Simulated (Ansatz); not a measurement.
C₃H₆O, SMILES CC(C)=O, a polarisability from point charges

Program: the Ansatz DFT code, driven from Python.

`field_c3h6o.py`:
```python
"""Response of C3H6O to a pair of distant point charges."""

import ansatz as az
import numpy as np
from rdkit import Chem
from rdkit.Chem import AllChem

BASIS_SET = "def2-SVP"
FUNCTIONAL = "b3lyp"

# a force-field geometry from the SMILES
rd = Chem.AddHs(Chem.MolFromSmiles("CC(C)=O"))
AllChem.EmbedMolecule(rd, randomSeed=64)
AllChem.UFFOptimizeMolecule(rd)
system = az.Crystal.molecule()
for atom, xyz in zip(rd.GetAtoms(), rd.GetConformer().GetPositions()):
    system = system.atom(atom.GetSymbol(), xyz.round(5).tolist())

base = system.calculation().basis(gaussian=BASIS_SET).functional(FUNCTIONAL).forces()
# charges +q and -q at -R and +R make a nearly even field 2 k q / R^2 at the centre
centre = np.mean([site.position_ang for site in system.cartesian_sites], axis=0)
field = 2 * 14.399645 * 3.0 / 40.0 ** 2


def dipole(axis, sign):
    arm = 40.0 * np.eye(3)[axis]
    pair = [{"charge": sign * 3.0, "position_ang": (centre - arm).tolist()}, {"charge": -sign * 3.0, "position_ang": (centre + arm).tolist()}]
    deck = base.input().set(az.key.basis.gaussian.point_charges, pair)
    return np.array(az.Session.from_dict(deck).plan().execute().report["charge_distribution"]["dipole_moment_e_ang"])


print(f"field {field:.4f} V/A")
alpha = np.array([(dipole(axis, 1) - dipole(axis, -1)) / (2 * field) * 14.399645 for axis in range(3)])
print("polarisability tensor (A^3)")
print(np.array2string(alpha, precision=3, suppress_small=True))
print(f"mean {np.trace(alpha) / 3:.3f} A^3 = {np.trace(alpha) / 3 / 0.14818471:.2f} bohr^3")
```

```console
$ python field_c3h6o.py
field 0.0540 V/A
polarisability tensor (A^3)
[[ 5.689  0.026  0.052]
 [ 0.025  5.416 -0.478]
 [ 0.053 -0.473  4.402]]
mean 5.169 A^3 = 34.88 bohr^3
```

The geometry is a force-field or estimated start, not a minimum of this method, and the basis set is short of its limit. The field of two point charges is only nearly even. b3lyp holds the VWN-RPA fit, as in Gaussian; the form of ORCA and Turbomole is b3lyp5. Without diffuse functions polarisabilities are unreliable, as a rule too low, and they change with the bond lengths of this unrelaxed start. The whole script took 13 s on 1 thread of Arm Neoverse V2 (shared host), peak memory 0.27 GiB.
